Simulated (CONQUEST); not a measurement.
The system is GeS.

```
CELL_PARAMETERS angstrom
3.64600 0.00000 0.00000
0.00000 4.29900 0.00000
0.00000 0.00000 10.48100
ATOMIC_POSITIONS crystal
Ge 0.75000 0.87230 0.87790
Ge 0.25000 0.37230 0.62210
Ge 0.75000 0.62770 0.37790
Ge 0.25000 0.12770 0.12210
S 0.75000 0.49770 0.15050
S 0.25000 0.99770 0.34950
S 0.75000 0.00230 0.65050
S 0.25000 0.50230 0.84950
```

Base run:

| Quantity | Value |
| --- | --- |
| Program | CONQUEST 1.3 |
| Functional | PBE |
| Potentials or basis | PseudoDojo NC PBE, DZP, grid cutoff 120 Ha |
| k mesh | 7 × 6 × 3 |
| Occupations | fermi-dirac, width 0.05 eV |
| Spin | no spin polarisation |

Its results: band gap on the k mesh 1.07 eV, direct; pressure 3.8 GPa; largest force 0.393 eV/Å.

Task: The run is repeated on the same cell with these changes: potentials or basis from PseudoDojo NC PBE, DZP, grid cutoff 120 Ha to PseudoDojo NC PBE, SZ, grid cutoff 120 Ha. What comes out?

Result: Band gap on the k mesh 1.33 eV, direct; pressure 15.5 GPa; largest force 2.163 eV/Å.

Caveats: an odd mesh through Γ misses points on the zone boundary, where band edges often lie; the basis of atomic orbitals isn't converged, which shifts pressures, moduli and gaps; the atomic basis is small (some runs); so large a pressure means that the cell lies far from this level's equilibrium, or that cutoff or potentials fall short (some runs); forces of over 1 eV/Å show positions far from the minimum, so gaps and moduli don't describe the material at rest (some runs).
